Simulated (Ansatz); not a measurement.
TlBr: 15 steps of 3.0 fs from 1200 K

The calculation used Ansatz 0.2.0, DFT, LDA, all-electron LAPW, scalar-relativistic.

Command: `ansatz run input.yaml --threads 2 --pin off --max-ram 4096MiB --backend cpu --events-out ev --progress --plain --runs-dir out` The run took 4.2 min on 2 threads of AMD EPYC 9R45 96-Core Processor (Zen 5), with other jobs on the host, peak memory 0.63 GiB.

```yaml
crystal:
  lattice:
    - [7.96, 0.0, 0.0]
    - [0.0, 3.98, 0.0]
    - [0.0, 0.0, 3.98]
  atoms:
    - { symbol: Tl, position: [0.0, 0.0, 0.0] }
    - { symbol: Tl, position: [0.5, 0.0, 0.0] }
    - { symbol: Br, position: [0.25, 0.5, 0.5] }
    - { symbol: Br, position: [0.75, 0.5, 0.5] }
kpoints:
  mp_grid: { grid: [3, 5, 5] }
scf:
  occupations: { method: fermi_dirac, width: 0.08 }
hamiltonian:
  xc: lda
  pseudopotentials: { kind: all_electron, lapw: { basis_error: 0.001 } }
output:
  forces: true
  stress: true
md:
  timestep: 3.0
  n_steps: 15
  ensemble: nve
  temperature: 1200
  initial_velocities: maxwell_boltzmann
  seed: 227530
```

No spin–orbit coupling, which matters for the heavy atoms here.

The geometry is COD entry 9008825, unchecked; take it as a test cell.

Each frame lists Cartesian positions (Å) and forces (eV/Å). Free energies count from the first step, -1242632.5083 eV.

Step 0 (t = 0.0 fs): E = 0.0 meV, T = 1200 K, conserved energy 0.0 meV

```
Tl    0.0000    0.0000    0.0000     0.000   0.000   0.000
Tl    3.9800    0.0000    0.0000     0.000   0.000   0.000
Br    1.9900    1.9900    1.9900     0.000   0.000   0.000
Br    5.9700    1.9900    1.9900     0.000   0.000   0.000
```

Step 1 (t = 3.0 fs): E = +0.4 meV, T = 1199 K, conserved energy 0.0 meV

```
Tl    0.0005    0.0017   -0.0079     0.009   0.000  -0.001
Tl    3.9861    0.0000    0.0034    -0.007   0.000   0.000
Br    1.9924    1.9925    1.9853    -0.030  -0.003   0.006
Br    5.9506    1.9832    2.0062     0.028   0.002  -0.005
```

Step 2 (t = 6.0 fs): E = +1.5 meV, T = 1196 K, conserved energy 0.0 meV

```
Tl    0.0011    0.0034   -0.0158     0.018   0.001  -0.003
Tl    3.9922   -0.0001    0.0068    -0.015   0.000   0.001
Br    1.9948    1.9951    1.9807    -0.060  -0.005   0.012
Br    5.9313    1.9764    2.0224     0.057   0.004  -0.009
```

Step 3 (t = 9.0 fs): E = +3.5 meV, T = 1191 K, conserved energy 0.0 meV

```
Tl    0.0016    0.0051   -0.0237     0.029   0.001  -0.005
Tl    3.9983   -0.0001    0.0102    -0.025  -0.001   0.002
Br    1.9971    1.9976    1.9760    -0.090  -0.008   0.017
Br    5.9120    1.9696    2.0387     0.086   0.007  -0.014
```

Step 4 (t = 12.0 fs): E = +6.2 meV, T = 1184 K, conserved energy 0.0 meV

```
Tl    0.0022    0.0069   -0.0316     0.041   0.002  -0.008
Tl    4.0044   -0.0002    0.0136    -0.037  -0.002   0.004
Br    1.9993    2.0001    1.9714    -0.120  -0.010   0.023
Br    5.8928    1.9628    2.0549     0.115   0.010  -0.020
```

Step 5 (t = 15.0 fs): E = +9.8 meV, T = 1175 K, conserved energy 0.0 meV

```
Tl    0.0028    0.0086   -0.0396     0.054   0.003  -0.011
Tl    4.0104   -0.0002    0.0170    -0.050  -0.004   0.007
Br    2.0014    2.0026    1.9668    -0.149  -0.013   0.029
Br    5.8738    1.9561    2.0710     0.145   0.014  -0.026
```

Step 6 (t = 18.0 fs): E = +14.1 meV, T = 1164 K, conserved energy 0.0 meV

```
Tl    0.0034    0.0103   -0.0475     0.067   0.003  -0.014
Tl    4.0165   -0.0003    0.0204    -0.064  -0.006   0.011
Br    2.0033    2.0051    1.9622    -0.178  -0.015   0.035
Br    5.8549    1.9493    2.0872     0.175   0.018  -0.032
```

Step 7 (t = 21.0 fs): E = +19.1 meV, T = 1151 K, conserved energy 0.0 meV

```
Tl    0.0040    0.0120   -0.0554     0.081   0.004  -0.017
Tl    4.0225   -0.0003    0.0238    -0.080  -0.009   0.016
Br    2.0050    2.0075    1.9577    -0.207  -0.018   0.041
Br    5.8362    1.9426    2.1033     0.205   0.022  -0.040
```

Step 8 (t = 24.0 fs): E = +24.9 meV, T = 1136 K, conserved energy 0.0 meV

```
Tl    0.0047    0.0137   -0.0633     0.096   0.005  -0.020
Tl    4.0284   -0.0004    0.0272    -0.097  -0.012   0.023
Br    2.0065    2.0100    1.9532    -0.234  -0.020   0.046
Br    5.8177    1.9359    2.1194     0.236   0.028  -0.049
```

Step 9 (t = 27.0 fs):

```
Tl    0.0054    0.0155   -0.0713
Tl    4.0344   -0.0004    0.0306
Br    2.0077    2.0124    1.9487
Br    5.7994    1.9292    2.1354
```

Step 10 (t = 30.0 fs): E = +38.8 meV, T = 1101 K, conserved energy 0.0 meV

```
Tl    0.0061    0.0172   -0.0792     0.125   0.006  -0.027
Tl    4.0403   -0.0005    0.0340    -0.136  -0.021   0.039
Br    2.0087    2.0148    1.9444    -0.288  -0.026   0.058
Br    5.7815    1.9225    2.1513     0.299   0.041  -0.070
```

Step 11 (t = 33.0 fs): E = +46.7 meV, T = 1080 K, conserved energy 0.0 meV

```
Tl    0.0069    0.0189   -0.0872     0.141   0.006  -0.030
Tl    4.0461   -0.0006    0.0375    -0.158  -0.027   0.049
Br    2.0093    2.0172    1.9400    -0.314  -0.028   0.063
Br    5.7639    1.9159    2.1672     0.331   0.049  -0.083
```

Step 12 (t = 36.0 fs): E = +55.3 meV, T = 1058 K, conserved energy 0.0 meV

```
Tl    0.0078    0.0206   -0.0952     0.156   0.006  -0.033
Tl    4.0519   -0.0007    0.0409    -0.180  -0.034   0.061
Br    2.0097    2.0196    1.9358    -0.339  -0.031   0.069
Br    5.7466    1.9094    2.1830     0.363   0.059  -0.097
```

Step 13 (t = 39.0 fs): E = +64.5 meV, T = 1034 K, conserved energy 0.0 meV

```
Tl    0.0087    0.0224   -0.1032     0.172   0.007  -0.036
Tl    4.0575   -0.0008    0.0444    -0.204  -0.042   0.074
Br    2.0096    2.0219    1.9316    -0.363  -0.034   0.074
Br    5.7298    1.9029    2.1987     0.395   0.069  -0.112
```

Step 14 (t = 42.0 fs): E = +74.4 meV, T = 1009 K, conserved energy 0.0 meV

```
Tl    0.0097    0.0241   -0.1112     0.187   0.007  -0.039
Tl    4.0631   -0.0009    0.0479    -0.229  -0.050   0.089
Br    2.0091    2.0242    1.9275    -0.386  -0.036   0.079
Br    5.7133    1.8965    2.2142     0.428   0.080  -0.129
```

Step 15 (t = 45.0 fs): E = +84.6 meV, T = 983 K, conserved energy 0.0 meV

```
Tl    0.0108    0.0258   -0.1192     0.202   0.007  -0.041
Tl    4.0686   -0.0010    0.0515    -0.255  -0.060   0.105
Br    2.0083    2.0264    1.9235    -0.407  -0.039   0.084
Br    5.6974    1.8902    2.2296     0.460   0.093  -0.148
```

Question: Give the energy and forces of step 9.

Answer: E = +31.5 meV, T = 1119 K, conserved energy 0.0 meV
```
Tl    0.0054    0.0155   -0.0713     0.110   0.005  -0.023
Tl    4.0344   -0.0004    0.0306    -0.116  -0.016   0.030
Br    2.0077    2.0124    1.9487    -0.262  -0.023   0.052
Br    5.7994    1.9292    2.1354     0.267   0.034  -0.059
```

Question: What is the mean temperature over the last 8 frames?

Answer: 1065 K; so short a run of so small a cell isn't equilibrated.
